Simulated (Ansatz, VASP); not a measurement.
## Two plane-wave programs on Hf

INCAR

```
SYSTEM = Hf
PREC     = Accurate       ! precision mode
ENCUT    = 520            ! plane-wave cutoff, eV
EDIFF    = 1E-6           ! SCF threshold, eV
ISMEAR   = 0              ! smearing method
SIGMA    = 0.05           ! smearing width, eV
LREAL    = .FALSE.        ! projectors in reciprocal space
LASPH    = .TRUE.         ! aspherical terms in the spheres
NELM     = 60             ! most SCF steps
ALGO     = Normal         ! electronic algorithm
ISIF     = 2              ! what is computed and relaxed
LWAVE    = .FALSE.        ! write WAVECAR
LCHARG   = .FALSE.        ! write CHGCAR
GGA      = PE             ! functional
NBANDS   = 11             ! bands
```

Contents of KPOINTS:

```
regular mesh
0
G
  8 8 8
  0 0 0
```

POSCAR

```
Hf
1.0
   -1.8050000000      1.8050000000      1.8050000000
    1.8050000000     -1.8050000000      1.8050000000
    1.8050000000      1.8050000000     -1.8050000000
Hf
1
Direct
    0.0000000000      0.0000000000      0.0000000000
```

Input for Ansatz:

```yaml
crystal:
  lattice:
    - [-1.805, 1.805, 1.805]
    - [1.805, -1.805, 1.805]
    - [1.805, 1.805, -1.805]
  atoms:
    - { symbol: Hf, position: [0.0, 0.0, 0.0] }
basis:
  ecutwfc: 420
  ecutrho_ratio: 4
kpoints:
  mp_grid: { grid: [8, 8, 8] }
hamiltonian:
  xc: pbe
scf:
  occupations: { method: gaussian, width: 0.05 }
output:
  forces: true
  stress: true
  eigenvalues: true
```

This isn't the form of Hf at room conditions, which is hcp.

Alike in both runs: task single point; functional PBE; k mesh 8 × 8 × 8; occupations gaussian, width 0.05 eV; no spin polarisation.

```csv
,VASP,Ansatz
version,VASP 6.6.1,Ansatz 0.2.0
potentials or method,"VASP PAW PBE potentials, release 64 (Hf_pv)","scalar-relativistic, plane waves, PAW"
plane-wave cutoff (eV),520,420
valence electrons in the cell,10,26
```

Ansatz gave:

```
gap on the k mesh at the Fermi level (eV) : none
pressure (GPa)                            : -5.3
```

Problem. Estimate VASP's values.

Solution. gap on the k mesh at the Fermi level (eV): none; pressure (GPa): -5.7.

A gap of «none» marks a metal or a gap that the smearing closes. The two sets of potentials don't hold the same shells in valence.

The runs have no spin-orbit coupling, so splittings on Hf are missing.
